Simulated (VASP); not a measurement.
# Li: relaxation of cell and atoms with PBE

Li:

```
Li
1.0
     2.93576    0.00000    0.00000
    -1.46788    2.54245    0.00000
     0.00000    0.00000    2.71468
Li
1
Direct
  0.00000 0.00000 0.00000
```

The cell was built by a generator and needn't be a form met in nature.

```yaml
Program: VASP 6.6.1
Task: relaxation of cell and atoms
Functional: PBE
Potentials_or_basis: VASP PAW PBE potentials, release 64 (Li_sv)
Cutoff: 600 eV
k_mesh: 10 × 10 × 10
Occupations: methfessel-paxton, width 0.2 eV
Spin: no spin polarisation
Further_INCAR_settings: ALGO = Normal; EDIFF = 1e-06; IBRION = 2; EDIFFG = -0.01; NSW = 40; ISIF = 3
```

The relaxed volume is 19.91 Å³/atom. The relaxed cell is a = 2.939 Å, b = 2.939 Å, c = 2.660 Å, α = 90.00°, β = 90.00°, γ = 120.00°. The space group after relaxing (to 0.05 Å) is P6/mmm (No. 191) and the energy gained by relaxing is 1.5 meV/atom. The ionic steps are 6, the pressure after relaxing is 0.0 GPa and the band gap on the k mesh is none (metal or under the smearing width).

The path:
```tsv
step	energy change (eV)	largest force (eV/Å)	pressure (GPa)	volume (Å³)
1	0.0000	0.0000	-0.18	20.26
2	-0.0008	0.0000	-0.15	20.20
3	-0.0014	0.0000	-0.11	20.08
4	-0.0014	0.0000	-0.11	20.09
5	-0.0014	0.0000	-0.08	20.03
6	-0.0015	0.0000	0.00	19.91
```

Final structure:
```
Li
1.0
     2.93948    0.00000    0.00000
    -1.46974    2.54568    0.00000
     0.00000    0.00000    2.66047
Li
1
Cartesian
  0.0000 0.0000 0.0000
```

Levels at points of the mesh, in eV from the Fermi level:
| k point | band 1 | band 2 | band 3 | band 4 | band 5 |
| --- | --- | --- | --- | --- | --- |
| (0.00, 0.00, 0.00) | -46.61 | -3.51 | 12.93 | 13.44 | 13.44 |
| (0.50, 0.00, 0.00) | -46.59 | -0.21 | 2.79 | 9.54 | 13.42 |
| (0.00, 0.00, 0.50) | -46.58 | -0.56 | 2.30 | 16.29 | 16.29 |
| (0.50, 0.00, 0.50) | -46.57 | 3.93 | 4.06 | 6.47 | 9.09 |

Run time: 18 s on 1 thread of Intel(R) Xeon(R) Platinum 8488C (Sapphire Rapids), with other jobs on the host, peak memory 0.13 GiB.

Caveat: the cutoff is under 1.25 times the usual one of these potentials, so pressure, stress and relaxed cells hold a basis-set (Pulay) error.
